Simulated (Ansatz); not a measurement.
## Electron scattering at the Σ3 (111) boundary in bcc Ta with Cr (substitutional)

Wanted: what the Σ3 (111) boundary in bcc Ta with Cr (substitutional) costs an interconnect.

Calculated with Ansatz 0.2.0; Ansatz plane-wave DFT, PBE, PAW files; relaxation of a bicrystal slab with its lowest layers held; PAW set soft_1, in the first sound run; inputs show where later runs differ.

## 1. The structure

The cell holds 19 atoms: 18 Ta and 1 Cr. Its edges and angles: a = 4.671 Å, b = 4.671 Å, c = 29.114 Å, α = 90.0°, β = 90.0°, γ = 120.0°. It derives from Ta. built on the (1 1 1) plane; 2 overlapping atoms removed and the grains opened by 0 Å. Vacuum lies along c.

## 2. Relaxing the bicrystal

The boundary is built by mirroring the lower grain in the boundary plane and removing any atoms that overlap; then the Cr is put in at the boundary. A thin bicrystal slab is relaxed first, with the lowest layers held and the upper grain free to shift and open.

The input, input.yaml:

```yaml
crystal:
  lattice:
    - [4.6705251426, 0.0, 0.0]
    - [-2.3352625713, 4.0447934225, 0.0]
    - [0.0, 0.0, 29.1139720975]
  atoms:
    - { symbol: Ta, position: [0.3333333334, 0.6666666667, 0.171738847] }
    - { symbol: Ta, position: [0.6666666667, 0.3333333334, 0.2044848753] }
    - { symbol: Ta, position: [0.0, 0.0, 0.2372309035] }
    - { symbol: Ta, position: [0.3333333334, 0.6666666667, 0.2699769317] }
    - { symbol: Ta, position: [0.6666666667, 0.3333333334, 0.30272296] }
    - { symbol: Ta, position: [0.0, 0.0, 0.3354689882] }
    - { symbol: Ta, position: [0.3333333333, 0.6666666667, 0.3682150165] }
    - { symbol: Ta, position: [0.6666666667, 0.3333333333, 0.4009610447] }
    - { symbol: Cr, position: [0.0, 0.0, 0.4337070729] }
    - { symbol: Ta, position: [0.3333333333, 0.6666666667, 0.4991991294] }
    - { symbol: Ta, position: [0.0, 0.0, 0.5319451577] }
    - { symbol: Ta, position: [0.6666666667, 0.3333333334, 0.5646911859] }
    - { symbol: Ta, position: [0.3333333334, 0.6666666667, 0.5974372141] }
    - { symbol: Ta, position: [0.0, 0.0, 0.6301832424] }
    - { symbol: Ta, position: [0.6666666667, 0.3333333334, 0.6629292706] }
    - { symbol: Ta, position: [0.3333333334, 0.6666666667, 0.6956752989] }
    - { symbol: Ta, position: [0.0, 1.0e-10, 0.7284213271] }
    - { symbol: Ta, position: [0.6666666667, 0.3333333334, 0.7611673553] }
    - { symbol: Ta, position: [0.3333333334, 0.6666666668, 0.7939133836] }
kpoints:
  mp_grid: { grid: [6, 6, 1] }
hamiltonian:
  xc: pbe
  pseudopotentials: { kind: paw, azcp: { folder: soft_1 } }
scf:
  occupations: { method: fermi_dirac, width: 0.1 }
relax:
  f_tol: 0.03
  max_steps: 80
  constraints: [{ sites: [0, 1, 2, 3] }]
```

Command:

```
ansatz run input.yaml --threads 4 --pin off --max-ram 15360MiB --backend cpu --events-out ev --progress --plain --runs-dir out
```

Numbers of over 12 decimals in the logs are rounded to 6 here.

The log of the run:

```text
Engine: ansatz 0.2.0, aarch64-unknown-linux-gnu
Pseudopotentials: kind: paw
Pseudopotential: Ta, paw, valence charge 13, recommended cutoff 420 eV (normal), soft_1/Ta.paw.azcp
Pseudopotential: Cr, paw, valence charge 14, recommended cutoff 420 eV (normal), soft_1/Cr.paw.azcp
Functional definition: PBE
  parameter kappa = 0.804
  parameter beta = 0.066725
  exchange = pbe_x(kappa = kappa, mu = beta*pi^2/3)
  correlation = pbe_c(beta = beta)
Crystal: 19 atoms, lattice volume = 550.001 Å³
Basis set: ecut = 420 eV, 10783 PW (Γ), exchange–correlation on 64×64×400 points (8 copies of the dense FFT grid, shifted against one another)
Bands: 149, of which v1, the nominal top of the filled ones, is band 124 counted from 1 (123 counted from 0)
Symmetry: 6 space group operations
Space group: P3m1 (ITA 156), of the structure as read, at distance tolerance 8.2e-5 Å
k-points: 7 of 36 (time reversal used)
Non-local potential: Ta, projectors of the file, l = 0: 3, l = 1: 2, l = 2: 2, l = 3: 1
Non-local potential: Cr, projectors of the file, l = 0: 3, l = 1: 2, l = 2: 3, l = 3: 1
PAW form: soft (Blöchl's): semilocal exchange-correlation on the pseudo side does not see the compensation charge
PAW one-centre angular grid: Ta, 590 points (default); XC on 64 Gauss nodes
PAW one-centre angular grid: Cr, 590 points (default); XC on 64 Gauss nodes
Initial density: superposition of atomic densities (neutral atoms: chi_scale 0, normalization atom)
Initial wavefunctions: pseudopotential atomic-orbital guess
Functional: x = pbe(κ = 0.804, μ = 0.219515), c = pbe(β = 0.066725)
SCF iter   1: F=—  HF=-182185.755137 eV  |F-HF|=—  |Δ(HF+E_count)|=         —  Δρ=1.17e-1  dr2=3.64e2  ethr=3.10e-3  ⟨swp⟩=8.6  Hψ=4882  notcnv=0
preconditioner: auto → LDOS  [metal: Δε(μ)=0.052 eV  Ē_g=4.235 eV  σ=0.100 eV  W_gap=0.13  n_scr=124 (ndim 8)  ℏωp=15.5 eV  f_vac=0.276  D(μ)=12.11/eV (n_scr^D=84)  β→1.0]
SCF iter   2: F=—  HF=-182289.009366 eV  |F-HF|=—  |Δ(HF+E_count)|=    1.03e2  Δρ=2.99e-1  dr2=1.79e3  ethr=3.10e-3  ⟨swp⟩=14.6  Hψ=9504  notcnv=0  defer=4  recentre
SCF iter   3: F=—  HF=-182168.209676 eV  |F-HF|=—  |Δ(HF+E_count)|=    1.21e2  Δρ=2.98e-2  dr2=9.02e1  ethr=3.10e-3  ⟨swp⟩=14.9  Hψ=5895  notcnv=0  defer=7
SCF iter   4: F=—  HF=-182167.410797 eV  |F-HF|=—  |Δ(HF+E_count)|=   7.99e-1  Δρ=5.82e-2  dr2=9.72e1  ethr=3.10e-3  ⟨swp⟩=5.6  Hψ=1723  notcnv=0  defer=6
SCF iter   5: F=—  HF=-182167.659363 eV  |F-HF|=—  |Δ(HF+E_count)|=   2.49e-1  Δρ=6.92e-2  dr2=4.15e1  ethr=3.10e-3  ⟨swp⟩=8.6  Hψ=2717  notcnv=0  defer=10
SCF iter   6: F=—  HF=-182165.635804 eV  |F-HF|=—  |Δ(HF+E_count)|=    2.02e0  Δρ=9.89e-3  dr2=1.40e1  ethr=3.10e-3  ⟨swp⟩=5.4  Hψ=2439  notcnv=0  defer=6
SCF iter   7: F=—  HF=-182165.535683 eV  |F-HF|=—  |Δ(HF+E_count)|=   1.00e-1  Δρ=2.95e-2  dr2=1.94e1  ethr=3.10e-3  ⟨swp⟩=4.0  Hψ=1386  notcnv=0  defer=5
SCF iter   8: F=—  HF=-182165.195471 eV  |F-HF|=—  |Δ(HF+E_count)|=   3.40e-1  Δρ=1.26e-2  dr2=3.27e0  ethr=3.10e-3  ⟨swp⟩=1.9  Hψ=1077  notcnv=0  defer=4
SCF iter   9: F=—  HF=-182165.135024 eV  |F-HF|=—  |Δ(HF+E_count)|=   6.04e-2  Δρ=5.79e-3  dr2=3.40e-1  ethr=1.32e-3  ⟨swp⟩=3.6  Hψ=1308  notcnv=0  defer=3
SCF iter  10: F=—  HF=-182165.122513 eV  |F-HF|=—  |Δ(HF+E_count)|=   1.25e-2  Δρ=1.78e-3  dr2=3.67e-2  ethr=1.37e-4  ⟨swp⟩=2.9  Hψ=1488  notcnv=0  defer=4
SCF iter  11: F=—  HF=-182165.121558 eV  |F-HF|=—  |Δ(HF+E_count)|=   9.55e-4  Δρ=2.48e-4  dr2=1.41e-3  ethr=1.48e-5  ⟨swp⟩=2.3  Hψ=1339  notcnv=0  defer=4
SCF iter  12: F=—  HF=-182165.121599 eV  |F-HF|=—  |Δ(HF+E_count)|=   4.12e-5  Δρ=6.67e-5  dr2=4.22e-5  ethr=5.69e-7  ⟨swp⟩=2.4  Hψ=1344  notcnv=0  defer=4
SCF iter  13: F=—  HF=-182165.121596 eV  |F-HF|=—  |Δ(HF+E_count)|=   2.65e-6  Δρ=6.68e-5  dr2=5.54e-5  ethr=9.07e-9  ⟨swp⟩=6.0  Hψ=3595  notcnv=0
SCF iter  14: F=-182165.121589 eV  HF=-182165.121595 eV  |F-HF|=6.11e-6  |Δ(HF+E_count)|=   7.62e-7  Δρ=2.35e-5  dr2=6.78e-6  ethr=9.07e-9  ⟨swp⟩=3.3  Hψ=3165  notcnv=0
SCF 1 converged in 14 iterations: F = -182165.121589 eV  dr2 = 6.78e-6
  greatest PAW one-centre occupation: 1.000 electrons in one spin orbital (limit 2), on the Cr atom at site 8 (counted from 0), in its partial waves of l = 0
relax step   1: F+E_penalty+E_count = -182165.12158925 eV  Δ(F+E_penalty+E_count) = +0.000e0 eV  max|allowed force component| = 1.841e0 eV/Å  Δτ_max = 0.0000 Å  (14 SCF iters, dr2 threshold 2.25e-5 eV, accepted)
Initial density: handed on by an earlier stage of this run
Initial wavefunctions: those handed on with the density
SCF iter   1: F=—  HF=-182166.755568 eV  |F-HF|=—  |Δ(HF+E_count)|=         —  Δρ=2.13e-2  dr2=1.60e1  ethr=3.10e-3  ⟨swp⟩=6.9  Hψ=2404  notcnv=0  defer=3
preconditioner: auto → LDOS  [metal: Δε(μ)=0.011 eV  Ē_g=3.425 eV  σ=0.100 eV  W_gap=0.03  n_scr=124 (ndim 8)  ℏωp=15.5 eV  f_vac=0.286  D(μ)=27.99/eV (n_scr^D=256)  β→1.0]
SCF iter   2: F=—  HF=-182166.293909 eV  |F-HF|=—  |Δ(HF+E_count)|=   4.62e-1  Δρ=6.29e-3  dr2=6.16e-1  ethr=3.10e-3  ⟨swp⟩=3.7  Hψ=1527  notcnv=0  defer=3
SCF iter   3: F=—  HF=-182166.254777 eV  |F-HF|=—  |Δ(HF+E_count)|=   3.91e-2  Δρ=2.32e-3  dr2=9.82e-2  ethr=2.48e-4  ⟨swp⟩=2.0  Hψ=1945  notcnv=0  defer=2
SCF iter   4: F=—  HF=-182166.240053 eV  |F-HF|=—  |Δ(HF+E_count)|=   1.47e-2  Δρ=5.89e-4  dr2=7.70e-3  ethr=3.96e-5  ⟨swp⟩=2.1  Hψ=1849  notcnv=0  defer=2
SCF iter   5: F=—  HF=-182166.239840 eV  |F-HF|=—  |Δ(HF+E_count)|=   2.13e-4  Δρ=3.49e-4  dr2=1.74e-3  ethr=3.11e-6  ⟨swp⟩=2.0  Hψ=1411  notcnv=0  defer=2
SCF iter   6: F=—  HF=-182166.239885 eV  |F-HF|=—  |Δ(HF+E_count)|=   4.47e-5  Δρ=3.42e-4  dr2=1.12e-3  ethr=7.02e-7  ⟨swp⟩=2.0  Hψ=1315  notcnv=0  defer=2
SCF iter   7: F=—  HF=-182166.239865 eV  |F-HF|=—  |Δ(HF+E_count)|=   2.03e-5  Δρ=1.61e-4  dr2=2.87e-4  ethr=4.53e-7  ⟨swp⟩=1.6  Hψ=1045  notcnv=0  defer=2
SCF iter   8: F=-182166.239810 eV  HF=-182166.239855 eV  |F-HF|=4.55e-5  |Δ(HF+E_count)|=   9.23e-6  Δρ=7.21e-5  dr2=4.77e-5  ethr=4.03e-8  ⟨swp⟩=2.7  Hψ=3491  notcnv=0
SCF 2 converged in 8 iterations: F = -182166.239810 eV  dr2 = 4.77e-5
relax step   2: F+E_penalty+E_count = -182166.23980988 eV  Δ(F+E_penalty+E_count) = -1.118e0 eV  max|allowed force component| = 1.134e0 eV/Å  Δτ_max = 0.1945 Å  (8 SCF iters, dr2 threshold 1.00e-4 eV, accepted)
SCF iter   1: F=—  HF=-182167.147335 eV  |F-HF|=—  |Δ(HF+E_count)|=         —  Δρ=1.81e-2  dr2=1.54e1  ethr=3.10e-3  ⟨swp⟩=6.4  Hψ=2242  notcnv=0  defer=2
preconditioner: auto → LDOS  [metal: Δε(μ)=0.014 eV  Ē_g=3.456 eV  σ=0.100 eV  W_gap=0.03  n_scr=124 (ndim 8)  ℏωp=15.5 eV  f_vac=0.289  D(μ)=26.53/eV (n_scr^D=230)  β→1.0]
SCF iter   2: F=—  HF=-182166.874137 eV  |F-HF|=—  |Δ(HF+E_count)|=   2.73e-1  Δρ=5.28e-3  dr2=4.15e-1  ethr=3.10e-3  ⟨swp⟩=1.9  Hψ=1272  notcnv=0  defer=2
SCF iter   3: F=—  HF=-182166.857692 eV  |F-HF|=—  |Δ(HF+E_count)|=   1.64e-2  Δρ=1.86e-3  dr2=6.01e-2  ethr=1.67e-4  ⟨swp⟩=2.0  Hψ=1652  notcnv=0  defer=2
SCF iter   4: F=—  HF=-182166.849500 eV  |F-HF|=—  |Δ(HF+E_count)|=   8.19e-3  Δρ=3.25e-4  dr2=1.32e-3  ethr=2.43e-5  ⟨swp⟩=2.0  Hψ=1599  notcnv=0  defer=2
SCF iter   5: F=—  HF=-182166.849422 eV  |F-HF|=—  |Δ(HF+E_count)|=   7.75e-5  Δρ=1.36e-4  dr2=2.21e-4  ethr=5.33e-7  ⟨swp⟩=3.0  Hψ=1934  notcnv=0  defer=2
SCF iter   6: F=—  HF=-182166.849422 eV  |F-HF|=—  |Δ(HF+E_count)|=   5.84e-8  Δρ=8.85e-5  dr2=1.27e-4  ethr=8.92e-8  ⟨swp⟩=2.0  Hψ=1437  notcnv=0  defer=2
SCF iter   7: F=-182166.849413 eV  HF=-182166.849421 eV  |F-HF|=8.38e-6  |Δ(HF+E_count)|=   8.12e-7  Δρ=3.15e-5  dr2=1.21e-5  ethr=3.24e-8  ⟨swp⟩=3.0  Hψ=3297  notcnv=0
SCF 3 converged in 7 iterations: F = -182166.849413 eV  dr2 = 1.21e-5
relax step   3: F+E_penalty+E_count = -182166.84941289 eV  Δ(F+E_penalty+E_count) = -6.096e-1 eV  max|allowed force component| = 8.312e-1 eV/Å  Δτ_max = 0.1946 Å  (7 SCF iters, dr2 threshold 8.04e-5 eV, accepted)
[... from here on, the SCF cycles and remarks between the steps are left out ...]
relax step   4: F+E_penalty+E_count = -182167.21825524 eV  Δ(F+E_penalty+E_count) = -3.688e-1 eV  max|allowed force component| = 3.164e-1 eV/Å  Δτ_max = 0.1946 Å  (7 SCF iters, dr2 threshold 1.00e-4 eV, accepted)
relax step   5: F+E_penalty+E_count = -182167.54930449 eV  Δ(F+E_penalty+E_count) = -3.310e-1 eV  max|allowed force component| = 2.543e-1 eV/Å  Δτ_max = 0.1970 Å  (8 SCF iters, dr2 threshold 1.45e-5 eV, accepted)
relax step   6: F+E_penalty+E_count = -182167.79194316 eV  Δ(F+E_penalty+E_count) = -2.426e-1 eV  max|allowed force component| = 2.563e-1 eV/Å  Δτ_max = 0.1963 Å  (8 SCF iters, dr2 threshold 9.37e-6 eV, accepted)
relax step   7: F+E_penalty+E_count = -182167.97190234 eV  Δ(F+E_penalty+E_count) = -1.800e-1 eV  max|allowed force component| = 2.385e-1 eV/Å  Δτ_max = 0.1948 Å  (8 SCF iters, dr2 threshold 4.24e-5 eV, accepted)
relax step   8: F+E_penalty+E_count = -182168.10112032 eV  Δ(F+E_penalty+E_count) = -1.292e-1 eV  max|allowed force component| = 1.268e-1 eV/Å  Δτ_max = 0.2000 Å  (7 SCF iters, dr2 threshold 4.93e-5 eV, accepted)
relax step   9: F+E_penalty+E_count = -182168.13900195 eV  Δ(F+E_penalty+E_count) = -3.788e-2 eV  max|allowed force component| = 6.345e-2 eV/Å  Δτ_max = 0.1998 Å  (8 SCF iters, dr2 threshold 4.54e-6 eV, accepted)
relax step  10: F+E_penalty+E_count = -182168.14069173 eV  Δ(F+E_penalty+E_count) = -1.690e-3 eV  max|allowed force component| = 2.865e-2 eV/Å  Δτ_max = 0.0278 Å  (7 SCF iters, dr2 threshold 1.01e-6 eV, accepted)
iter 1 solved again at ethr=3.48e-11 eV; its pass at ethr=3.10e-3 eV (dr2=8.63e-8 eV) is discarded
SCF iter   1: F=—  HF=-182168.140705 eV  |F-HF|=—  |Δ(HF+E_count)|=         —  Δρ=2.57e-6  dr2=8.63e-8  ethr=3.48e-11  ⟨swp⟩=3.0  Hψ=2526  notcnv=0  defer=4
preconditioner: auto → LDOS  [metal: Δε(μ)=0.012 eV  Ē_g=3.640 eV  σ=0.100 eV  W_gap=0.03  n_scr=124 (ndim 8)  ℏωp=15.5 eV  f_vac=0.323  D(μ)=25.24/eV (n_scr^D=218)  β→1.0]
SCF iter   2: F=-182168.140692 eV  HF=-182168.140692 eV  |F-HF|=5.36e-8  |Δ(HF+E_count)|=   1.28e-5  Δρ=3.00e-6  dr2=6.48e-8  ethr=3.48e-11  ⟨swp⟩=4.7  Hψ=3689  notcnv=0
SCF 11 converged in 2 iterations: F = -182168.140692 eV  dr2 = 6.48e-8
relax step  11: F+E_penalty+E_count = -182168.14069174 eV  Δ(F+E_penalty+E_count) = -7.916e-9 eV  max|allowed force component| = 2.865e-2 eV/Å  Δτ_max = 0.0000 Å  (2 SCF iters, accepted)
SCF converged after 2 iterations
Free energy (F): -182168.140692 eV
Harris-Foulkes:  -182168.140692 eV  (|F-HF|=5.36e-8)
Internal energy: -182167.316013 eV  (E = F + TS)
E sigma→0 (E₀):  -182167.728353 eV
Entropy (-TS):   -0.824678 eV (-43.404 meV/atom)
Fermi energy:    10.041939 eV
--- Per-component energies (eV) ---
  E_band       = -4174.824379
  E_kinetic    = 7372.278021
  E_local      = -223120.842274  (includes V_loc(G=0)·N_el)
  E_nonlocal   = -154.638659
  E_hartree    = 109096.035066
  E_xc         = -5887.755658
  E_vxc        = -4338.716035  (∫ρ·V_xc dr)
  E_paw        = -150701.868625  (= ΣΔE_a)
  E_vpaw       = -2124.952700  (= ΣTr[D̂ρ^β])
  E_aug_tail   = 0.002533  (compensation charges beyond the density's cutoff)
  E_ewald      = 81229.473583
  E_smearing   = -0.824678  (= −TS)
  E_closure    = 0.000000  (closes the sum)
  Σ components = -182168.140692   (vs F -182168.140692, Δ=0.00e0)
--- Forces (eV/Å), atoms counted from 1 ---
  atom   1  Ta     0.00000000     0.00000000     1.84080192
  atom   2  Ta     0.00000000    -0.00000000     0.18649152
  atom   3  Ta     0.00000000    -0.00000000    -1.41664320
  atom   4  Ta    -0.00000000    -0.00000000    -0.64707796
  atom   5  Ta    -0.00000000     0.00000000     0.01046707
  atom   6  Ta     0.00000000    -0.00000000     0.00029514
  atom   7  Ta     0.00000000    -0.00000000     0.01159083
  atom   8  Ta     0.00000000     0.00000000     0.01445128
  atom   9  Cr     0.00000000    -0.00000000    -0.01482921
  atom  10  Ta    -0.00000000    -0.00000000     0.00354965
  atom  11  Ta    -0.00000000    -0.00000000     0.01011852
  atom  12  Ta     0.00000000    -0.00000000    -0.00957046
  atom  13  Ta    -0.00000000     0.00000000     0.01735285
  atom  14  Ta     0.00000000    -0.00000000     0.02865492
  atom  15  Ta     0.00000000     0.00000000     0.00010207
  atom  16  Ta     0.00000000     0.00000000    -0.02035669
  atom  17  Ta     0.00000000    -0.00000000    -0.02801637
  atom  18  Ta     0.00000000    -0.00000000    -0.00762934
  atom  19  Ta     0.00000000     0.00000000     0.02028519
  max |Σ_I F_I| component: 3.77e-5 eV/Å
--- Relaxed structure (11 steps of the walk, 11 accepted, 0 SCFs on fresh bases) ---
  F+E_penalty+E_count = -182168.14069174 eV   max|allowed force component| = 2.865e-2 eV/Å
  atoms:
    - { symbol: Ta, position: [0.333333, 0.666667, 0.171738847] }
    - { symbol: Ta, position: [0.666667, 0.333333, 0.204485] }
    - { symbol: Ta, position: [0, 0, 0.237231] }
    - { symbol: Ta, position: [0.333333, 0.666667, 0.2699769317] }
    - { symbol: Ta, position: [0.666667, 0.333333, 0.302793] }
    - { symbol: Ta, position: [0, 0, 0.334097] }
    - { symbol: Ta, position: [0.333333, 0.666667, 0.368055] }
    - { symbol: Ta, position: [0.666667, 0.333333, 0.410118] }
    - { symbol: Cr, position: [0, 0, 0.416947] }
    - { symbol: Ta, position: [0.333333, 0.666667, 0.462411] }
    - { symbol: Ta, position: [0, 0, 0.498318] }
    - { symbol: Ta, position: [0.666667, 0.333333, 0.528161] }
    - { symbol: Ta, position: [0.333333, 0.666667, 0.560847] }
    - { symbol: Ta, position: [0, 0, 0.596079] }
    - { symbol: Ta, position: [0.666667, 0.333333, 0.627039] }
    - { symbol: Ta, position: [0.333333, 0.666667, 0.658823] }
    - { symbol: Ta, position: [-1.3470690672244858e-17, 2.2750140254173837e-18, 0.696864] }
    - { symbol: Ta, position: [0.666667, 0.333333, 0.723471] }
    - { symbol: Ta, position: [0.333333, 0.666667, 0.749286] }
```

Run time: 3.5 min. Hardware: 4 threads of Arm Neoverse V2, shared host; peak memory 1.8 GiB.

This run has no spin polarisation, although Cr can carry a moment.

Relaxation path:

| step | energy less that of the first step (eV) | largest force component (eV/Å) |
| --- | --- | --- |
| 1 | 0.0000 | 1.8413 |
| 2 | -1.1182 | 1.1341 |
| 3 | -1.7278 | 0.8312 |
| 4 | -2.0967 | 0.3164 |
| 5 | -2.4277 | 0.2543 |
| 6 | -2.6704 | 0.2563 |
| 7 | -2.8503 | 0.2385 |
| 8 | -2.9795 | 0.1268 |
| 9 | -3.0174 | 0.0635 |
| 10 | -3.0191 | 0.0286 |
| 11 | -3.0191 | 0.0287 |

Forces are held to the 6 operations that the run works with; a distortion that breaks them can't arise in this run.

The atoms that moved most (Å):

| atom | dx | dy | dz | length |
| --- | --- | --- | --- | --- |
| Ta19 | 0.000 | 0.000 | -1.299 | 1.299 |
| Ta18 | 0.000 | 0.000 | -1.098 | 1.098 |
| Ta16 | 0.000 | 0.000 | -1.073 | 1.073 |
| Ta10 | 0.000 | 0.000 | -1.071 | 1.071 |
| Ta13 | 0.000 | 0.000 | -1.065 | 1.065 |
| Ta12 | 0.000 | 0.000 | -1.064 | 1.064 |
| Ta15 | 0.000 | 0.000 | -1.045 | 1.045 |
| Ta14 | 0.000 | 0.000 | -0.993 | 0.993 |

This step gave:

```
free energy             : -182168.1407 eV
energy at zero smearing : -182167.7284 eV
Fermi energy            : 10.04 eV
```

The largest force component on a free atom ends at 0.029 eV/Å, under the tolerance of 0.03, after 11 steps.

(Continued in part 2 of 2.)

[Logs are printed without paths, hosts, clocks, repeated set-up lines and the standing remarks that a program may print on its own settings, such as how far it seeks lower states.]

[Hosts, paths, dates, database ids (printed as entryN), source tags and the programs' standing remarks are cut or masked in the printed files.]
